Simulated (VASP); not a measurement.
# La2O3 (P-3m1) in VASP: a series of runs

One crystal, La2O3, is run at these levels: SCAN, r2SCAN; tasks: single point.

All numbers are computed with VASP 6.6.1; they aren't measurements. Logs are shortened: lines on timing, memory, paths and dates and some standing lists are left out, and cuts for length are marked.

## 1. Starting point

It takes space group P-3m1 (No. 164, trigonal). The conventional cell has a = 3.938 Å, b = 3.938 Å, c = 6.136 Å, α = 90.00°, β = 90.00°, γ = 120.00°. Around La (site symmetry 3m) lie 4 O at 2.37 to 2.46 Å. O (site symmetry 3m) has 4 La at 2.37 to 2.46 Å as nearest neighbours. O (site symmetry -3m) is surrounded by 6 La at 2.73 Å.

The cell was built by a generator and needn't be a form met in nature.

## 2. Single point, SCAN

INCAR reads:

```
SYSTEM = La2O3
  ALGO = Normal
  EDIFF = 1E-6
  ENCUT = 520
  ISIF = 2
  ISMEAR = 0
  LASPH = .True.
  LCHARG = .True.
  LELF = .True.
  LMIXTAU = .True.
  LREAL = .False.
  LVHAR = .True.
  LWAVE = .False.
  METAGGA = SCAN
  NELM = 100
  PREC = Accurate
  SIGMA = 0.05
```

KPOINTS reads:

```
k-points
0
Gamma
  8 8 5
  0 0 0
```

POSCAR reads:

```
La2O3
1.0
    3.9380000000      0.0000000000      0.0000000000
   -1.9690000000      3.4104080401      0.0000000000
    0.0000000000      0.0000000000      6.1360000000
La O
2 3
Direct
    0.3333333333      0.6666666667      0.2454000000
    0.6666666667      0.3333333333      0.7546000000
    0.3333333333      0.6666666667      0.6471000000
    0.6666666667      0.3333333333      0.3529000000
    0.0000000000      0.0000000000      0.0000000000
```

Potentials or basis: VASP PAW PBE potentials, release 64 (La, O).

Run with:

```console
$ cat potpaw_PBE.64/La/POTCAR potpaw_PBE.64/O/POTCAR > POTCAR
$ mpirun -np 1 vasp_std > vasp.out
```

OUTCAR:

```text
SYSTEM = La2O3
   EDIFF = 1E-6
   ENCUT = 520
   ISIF = 2
   ISMEAR = 0
   LASPH = .True.
   LREAL = .False.
   METAGGA = SCAN
   NELM = 100
   PREC = Accurate

 ion  position               nearest neighbor table
   1  0.333  0.667  0.245-   4 2.37   4 2.37   4 2.37   3 2.46   5 2.73   5 2.73   5 2.73
   2  0.667  0.333  0.755-   3 2.37   3 2.37   3 2.37   4 2.46   5 2.73   5 2.73   5 2.73
   3  0.333  0.667  0.647-   2 2.37   2 2.37   2 2.37   1 2.46
   4  0.667  0.333  0.353-   1 2.37   1 2.37   1 2.37   2 2.46
   5  0.000  0.000  0.000-   1 2.73   2 2.73   1 2.73   2 2.73   2 2.73   1 2.73

  LATTYP: Found a hexagonal cell.
 ALAT       =     3.9380000000
 C/A-ratio  =     1.5581513459

  Lattice vectors:

 A1 = (   3.9380000000,   0.0000000000,   0.0000000000)
 A2 = (  -1.9690000000,   3.4104080401,   0.0000000000)
 A3 = (   0.0000000000,   0.0000000000,   6.1360000000)

Analysis of symmetry for initial positions (statically):
=====================================================================
 Subroutine PRICEL returns:
 Original cell was already a primitive cell.

 Routine SETGRP: Setting up the symmetry group for a
 hexagonal supercell.

 Subroutine GETGRP returns: Found 12 space group operations
 (whereof 12 operations were pure point group operations)
 out of a pool of 24 trial point group operations.

The static configuration has the point symmetry D_3d.

Analysis of symmetry for dynamics (positions and initial velocities):
=====================================================================
 Subroutine PRICEL returns:
 Original cell was already a primitive cell.

 Routine SETGRP: Setting up the symmetry group for a
 hexagonal supercell.

 Subroutine GETGRP returns: Found 12 space group operations
 (whereof 12 operations were pure point group operations)
 out of a pool of 24 trial point group operations.

The dynamic configuration has the point symmetry D_3d.

 Subroutine INISYM returns: Found 12 space group operations
 (whereof 12 operations are pure point group operations),
 and found     1 'primitive' translations

----------------------------------------------------------------------------------------

                                     Primitive cell

  volume of cell :      82.4076

  direct lattice vectors                    reciprocal lattice vectors
     3.938000000  0.000000000  0.000000000     0.253936008  0.146610023  0.000000000
    -1.969000000  3.410408040  0.000000000     0.000000000  0.293220045  0.000000000
     0.000000000  0.000000000  6.136000000     0.000000000  0.000000000  0.162972621

  length of vectors
     3.938000000  3.938000000  6.136000000     0.293220045  0.293220045  0.162972621

  position of ions in fractional coordinates (direct lattice)
     0.333333333  0.666666667  0.245400000
     0.666666667  0.333333333  0.754600000
     0.333333333  0.666666667  0.647100000
     0.666666667  0.333333333  0.352900000
     0.000000000  0.000000000  0.000000000

  ion indices of the primitive-cell ions
   primitive index   ion index
                 1           1
                 2           2
                 3           3
                 4           4
                 5           5

----------------------------------------------------------------------------------------

 KPOINTS: k-points

Automatic generation of k-mesh.
 Grid dimensions read from file:
 generate k-points for:    8    8    5

 Generating k-lattice:

  Cartesian coordinates                     Fractional coordinates (reciprocal lattice)
     0.031742001  0.018326253  0.000000000     0.125000000 -0.000000000  0.000000000
     0.000000000  0.036652506  0.000000000     0.000000000  0.125000000  0.000000000
     0.000000000  0.000000000  0.032594524     0.000000000  0.000000000  0.200000000

  Length of vectors
     0.036652506  0.036652506  0.032594524

  Shift w.r.t. Gamma in fractional coordinates (k-lattice)
     0.000000000  0.000000000  0.000000000

 Subroutine IBZKPT returns following result:
 ===========================================

 Found     40 irreducible k-points:

 Following reciprocal coordinates:
            Coordinates               Weight
  0.000000  0.000000  0.000000      1.000000
  0.125000 -0.000000  0.000000      6.000000
  0.250000 -0.000000  0.000000      6.000000
  0.375000  0.000000  0.000000      6.000000
  0.500000 -0.000000  0.000000      3.000000
  0.125000  0.125000  0.000000      6.000000
[... 16 lines left out ...]
 -0.125000  0.500000  0.200000     12.000000
  0.250000  0.250000  0.200000     12.000000
 [... further k-points ...]
   k-points           NKPTS =     40   k-points in BZ     NKDIM =     40   number of bands    NBANDS=     24
   number of dos      NEDOS =    301   number of ions     NIONS =      5
   total plane-waves  NPLWV =  43200
   dimension x,y,z NGX =    30 NGY =   30 NGZ =   48
   dimension x,y,z NGXF=    60 NGYF=   60 NGZF=   96
   ions per type =               2   3
   NGX,Y,Z   is equivalent  to a cutoff of  12.66, 12.66, 13.00 a.u.
   NGXF,Y,Z  is equivalent  to a cutoff of  25.33, 25.33, 26.01 a.u.
 SYSTEM =  La2O3
   PREC   = accura    normal or accurate (medium, high low for compatibility)
   ISTART =      0    job   : 0-new  1-cont  2-samecut
   ICHARG =      2    charge: 1-file 2-atom 10-const
   ISPIN  =      1    spin polarized calculation?
   LNONCOLLINEAR =      F non collinear calculations
   LSORBIT =      F    spin-orbit coupling
   LASPH  =      T    aspherical Exc in radial PAW
   ENCUT  =  520.0 eV  38.22 Ry    6.18 a.u.   7.32  7.32 11.41*2*pi/ulx,y,z
   NELM   =    100;   NELMIN=  2; NELMDL= -5     # of ELM steps
   EDIFF  = 0.1E-05   stopping-criterion for ELM
   LREAL  =      F    real-space projection
   EDIFFG = 0.1E-04   stopping-criterion for IOM
   NSW    =      0    number of steps for IOM
   IBRION =     -1    ionic relax: 0-MD 1-quasi-New 2-CG
   NFREE  =      0    steps in history (QN), initial steepest desc. (CG)
   ISIF   =      2    stress and relaxation
   ISYM   =      2    0-nonsym 1-usesym 2-fastsym
   POTIM  = 0.5000    time-step for ionic-motion
   TEBEG  =    0.0;   TEEND  =   0.0 temperature during run
   PSTRESS=    0.0 pullay stress
   NELECT =      40.0000    total number of electrons
   NUPDOWN=      -1.0000    fix difference up-down
   EMIN   =  10.00;   EMAX   =-10.00  energy-range for DOS
   EFERMI =   0.00;   METHOD = LEGACY
   ISMEAR =     0;   SIGMA  =   0.05  broadening in eV -4-tet -1-fermi 0-gaus
   EFERMI_NEDOS =   21; number of points for ismear=-14 and -15
   IALGO  =     38    algorithm
   IMIX   =      4    mixing-type and parameters
     AMIX     =   0.40;   BMIX     =  1.00
     AMIX_MAG =   1.60;   BMIX_MAG =  1.00
  volume/ion in A,a.u.               =      16.48       111.22
  Fermi-wavevector in a.u.,A,eV,Ry     =   1.286587  2.431296 22.521793  1.655305
  Thomas-Fermi vector in A             =   2.418652
   LORBIT       =      0    0 simple, 1 ext, 2 COOP (PROOUT), +10 PAW based schemes
   METAGGA = SCAN    functional components
   LHFCALC =     F    Hartree Fock is set to
   AEXX    =    0.0000 exact exchange contribution
   IVDW    =     0    specifies the selected vdW correction
   LEPSILON=     F    determine dielectric tensor
   LRPA    =     F    only Hartree local field effects (RPA)
 non-spin polarized calculation
 Gauss-broadening in eV      SIGMA  =   0.05
  energy-cutoff  :      520.00
  volume of cell :       82.41
 maximum number of plane-waves:      2267
 NGX is ok and might be reduce to    30
   NGX = 15   NGY = 15   NGZ = 23

 number of electron      39.9999990 magnetization

 Free energy of the ion-electron system (eV)
  ---------------------------------------------------
  ext. energy  EPLUGINS =         0.00000000
  ---------------------------------------------------
  free energy    TOTEN  =      -123.75901471 eV

  energy without entropy =     -123.75901471  energy(sigma->0) =     -123.75901471

 E-fermi :   5.8621     XC(G=0): -11.0395

 val. band max:        5.5912529950   @ k =   0.2500   0.2500   0.4000
 cond. band min:       9.8985750543   @ k =   0.3750   0.2500   0.0000
 fundamental gap:      4.3073220593
 Fermi energy:         5.8620726066

 k-point     1 :       0.0000    0.0000    0.0000
  band No.  band energies     occupation
      1     -25.1825      2.00000
      2     -24.9393      2.00000
      3     -12.1996      2.00000
      4     -11.1211      2.00000
      5     -10.6269      2.00000
      6      -8.1033      2.00000
[... 16 lines left out ...]
     23      10.7533      0.00000
     24      11.3438      0.00000

 k-point     2 :       0.1250   -0.0000    0.0000
  band No.  band energies     occupation
      1     -25.1550      2.00000
      2     -24.9276      2.00000
      3     -12.2104      2.00000
      4     -11.3622      2.00000
      5     -10.7864      2.00000
      6      -8.1651      2.00000
[... 16 lines left out ...]
     23      10.8830      0.00000
     24      11.3918      0.00000

 k-point     3 :       0.2500   -0.0000    0.0000
  band No.  band energies     occupation
      1     -25.0847      2.00000
      2     -24.9023      2.00000
      3     -12.3145      2.00000
      4     -11.8690      2.00000
      5     -10.9392      2.00000
      6      -8.2991      2.00000
[... 16 lines left out ...]
     23      11.1800      0.00000
     24      11.5512      0.00000
[... 514 lines left out ...]
 k-point    23 :      -0.1250    0.5000    0.2000
  band No.  band energies     occupation
      1     -24.9570      2.00000
      2     -24.8915      2.00000
      3     -12.5992      2.00000
      4     -12.4794      2.00000
      5     -10.7988      2.00000
      6      -8.6122      2.00000
[... 16 lines left out ...]
     23      11.2977      0.00000
     24      11.5243      0.00000

 k-point    24 :       0.2500    0.2500    0.2000
  band No.  band energies     occupation
      1     -24.9574      2.00000
      2     -24.8913      2.00000
      3     -12.5745      2.00000
      4     -12.4259      2.00000
      5     -10.9678      2.00000
      6      -8.5644      2.00000
[... 16 lines left out ...]
     23      11.1379      0.00000
     24      11.4820      0.00000

 [... further k-points ...]
[... 5 lines left out ...]
  --------------------------------------------------------------------------------------
  -------------------------------------------------------------------------------------
  Total       -0.9290712     -0.9290712     -0.7771343      0.0000000      0.0000000      0.0000000
  in kB      -18.0630956    -18.0630956    -15.1091234      0.0000000      0.0000000      0.0000000
  external PRESSURE =     -17.0784382 kB  Pullay stress =       0.0000000 kB

 VOLUME and BASIS-vectors are now :
 -----------------------------------------------------------------------------
  energy-cutoff  :      520.00
  volume of cell :       82.41
      direct lattice vectors                 reciprocal lattice vectors
     3.938000000  0.000000000  0.000000000     0.253936008  0.146610023  0.000000000
    -1.969000000  3.410408040  0.000000000     0.000000000  0.293220045  0.000000000
     0.000000000  0.000000000  6.136000000     0.000000000  0.000000000  0.162972621

 POSITION                                       TOTAL-FORCE (eV/Angst)
 -----------------------------------------------------------------------------------
     -0.00000      2.27361      1.50577        -0.000000      0.000000      0.186608
      1.96900      1.13680      4.63023         0.000000     -0.000000     -0.186608
     -0.00000      2.27361      3.97061        -0.000000     -0.000000     -0.013645
      1.96900      1.13680      2.16539         0.000000      0.000000      0.013645
      0.00000      0.00000      0.00000         0.000000      0.000000      0.000000
 -----------------------------------------------------------------------------------
    total drift:                               -0.000000      0.000000      0.000000

  FREE ENERGIE OF THE ION-ELECTRON SYSTEM (eV)
  ---------------------------------------------------
  free  energy   TOTEN  =      -123.7590147098 eV

  energy  without entropy=     -123.7590147098  energy(sigma->0) =     -123.75901471
```

It took 5.9 min on 1 thread of Intel Xeon Platinum 8488C (Sapphire Rapids), shared host; peak memory 0.26 GiB.

What came out:

* Free energy: -123.7590 eV
* Pressure: -1.7 GPa
* Largest force: 0.187 eV/Å
* Band gap on the k mesh: 4.31 eV, indirect (least direct gap 4.46 eV)

Forces on the atoms (eV/Å):
```
La   0.000  0.000  0.187
La   0.000  0.000 -0.187
O    0.000  0.000 -0.014
O    0.000  0.000  0.014
O    0.000  0.000  0.000
```

Caveat: the PAW data sets were made with another functional, which shifts forces and pressure a little; spin-orbit coupling is left out, which moves the levels of the heavy elements; an odd mesh through Γ misses points on the zone boundary, where band edges often lie.

## 3. Single point, r2SCAN

INCAR: that of step 2 with these lines changed.

```diff
@@ -13,3 +13,3 @@
   LWAVE = .False.
-  METAGGA = SCAN
+  METAGGA = R2SCAN
   NELM = 100
```

KPOINTS is that of step 2.

POSCAR is that of step 2.

Potentials or basis: VASP PAW PBE potentials, release 64 (La, O).

Run with:

```console
$ cat potpaw_PBE.64/La/POTCAR potpaw_PBE.64/O/POTCAR > POTCAR
$ mpirun -np 1 vasp_std > vasp.out
```

It took 5.5 min on 1 thread of Intel Xeon Platinum 8488C (Sapphire Rapids), shared host; peak memory 0.26 GiB.

It converged, with:

* Free energy: -96.0561 eV
* Pressure: -0.9 GPa
* Largest force: 0.115 eV/Å
* Band gap on the k mesh: 4.32 eV, indirect (least direct gap 4.46 eV)

Forces in eV/Å, atoms in the order of the input:
```
La   0.000  0.000  0.115
La   0.000  0.000 -0.115
O    0.000  0.000 -0.022
O    0.000  0.000  0.022
O    0.000  0.000  0.000
```

Levels at points of the mesh, in eV from the valence-band top:
| k point | band 18 | band 19 | band 20 | band 21 | band 22 | band 23 |
| --- | --- | --- | --- | --- | --- | --- |
| (0.00, 0.00, 0.00) | -0.34 | -0.34 | -0.07 | 4.83 | 5.13 | 5.13 |
| (0.50, 0.00, 0.00) | -0.63 | -0.39 | -0.26 | 4.33 | 5.28 | 5.79 |

Caveat: the PAW data sets were made with another functional, which shifts forces and pressure a little; spin-orbit coupling is left out, which moves the levels of the heavy elements; an odd mesh through Γ misses points on the zone boundary, where band edges often lie. r2SCAN opens gaps a little over a GGA but as a rule still falls short of measured ones.
